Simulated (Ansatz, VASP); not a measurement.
# One calculation of ZrC, two programs

```
Zr C
1.0
     0.00000    2.32088    2.32088
     2.32088    0.00000    2.32088
     2.32088    2.32088    0.00000
Zr C
1 1
Direct
  0.50000 0.50000 0.50000
  0.00000 0.00000 0.00000
```

Alike in both runs: functional LDA; k mesh 10 × 10 × 10; occupations fermi-dirac, width 0.1 eV; no spin polarisation.

Ansatz relaxed the structure, and its values are those at the end. VASP's run is a single point on that final structure, the one shown.

|  | VASP | Ansatz |
| --- | --- | --- |
| version | VASP 6.6.1 | Ansatz 0.2.0 |
| potentials or method | VASP PAW LDA potentials, release 64 (Zr_sv, C) | plane waves, PAW |
| plane-wave cutoff (eV) | 520 | 510 |
| valence electrons in the cell | 16 | 16 |

```csv
,VASP,Ansatz,Ansatz less VASP
pressure (GPa),0.6,0.0,-0.64
```
